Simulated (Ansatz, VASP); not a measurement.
# Two plane-wave programs on NiO

Contents of INCAR:

```
  PREC = Accurate
  ENCUT = 520
  EDIFF = 1E-6
  ISMEAR = -1
  SIGMA = 0.05
  LREAL = F
  LASPH = T
  NELM = 150
  ALGO = Normal
  ISIF = 2
  LWAVE = F
  LCHARG = F
  ISPIN = 2
  MAGMOM = 1 0
  LORBIT = 11
  LMAXMIX = 4
  GGA = PE
  NBANDS = 19
```

Contents of KPOINTS:

```
Automatic mesh
0
Gamma
  10 10 10
```

The input POSCAR:

```
NiO
1.0
    0.0000000000      2.2526859137      2.2526859137
    2.2526859137      0.0000000000      2.2526859137
    2.2526859137      2.2526859137      0.0000000000
Ni O
1 1
Direct
    0.0000000000      0.0000000000      0.0000000000
    0.2500000000      0.2500000000      0.2500000000
```

Contents of input.yaml:

```yaml
crystal:
  lattice:
    - [0.0, 2.2526859137, 2.2526859137]
    - [2.2526859137, 0.0, 2.2526859137]
    - [2.2526859137, 2.2526859137, 0.0]
  atoms:
    - { symbol: Ni, position: [0.0, 0.0, 0.0], spin: 1.0 }
    - { symbol: O, position: [0.25, 0.25, 0.25] }
hamiltonian:
  xc: pbe
  pseudopotentials: { kind: paw }
magnetization:
  spin_polarized: true
kpoints:
  mp_grid: { grid: [10, 10, 10] }
scf:
  occupations: { method: fermi_dirac, width: 0.05 }
output:
  forces: true
  stress: true
  eigenvalues: true
  write_density: true
  write_potential: true
  elf: true
  volumetric_format: npy
```

Measurements of this composition are mostly on another form, of space group No. 225.

Alike in both runs: task single point; functional PBE; k mesh 10 × 10 × 10; occupations fermi-dirac, width 0.05 eV; collinear spin.

|  | VASP | Ansatz |
| --- | --- | --- |
| version | VASP 6.6.1 | Ansatz 0.2.0 |
| potentials or method | VASP PAW PBE potentials, release 64 (Ni, O) | Ansatz PAW |
| plane-wave cutoff (eV) | 520 | 420 |
| valence electrons in the cell | 16 | 24 |

|  | VASP | Ansatz | Ansatz less VASP |
| --- | --- | --- | --- |
| gap on the k mesh at the Fermi level (eV) | none | none | - |
| pressure (GPa) | -1.9 | -2.2 | -0.28 |
| net moment per atom (μB) | 0.97 | 0.97 | +0.008 |
| size of the moment on the site where the two differ most (μB) | 1.51 | 1.48 | -0.032 |

Site moments also hang on the region over which each program counts them. A gap of «none» marks a metal or a gap that the smearing closes. The functional is the same, so the differences come from potentials, cutoffs and numerics. The two sets of potentials don't hold the same shells in valence.

Caveats: a cell with one magnetic atom can't hold antiferromagnetic order, which such compounds often take; semilocal functionals often make such compounds metallic where correlation or magnetic order opens a gap, which also shifts bond lengths; the pressure holds a Pulay correction of +0.6 GPa for the finite cutoff (Ansatz).
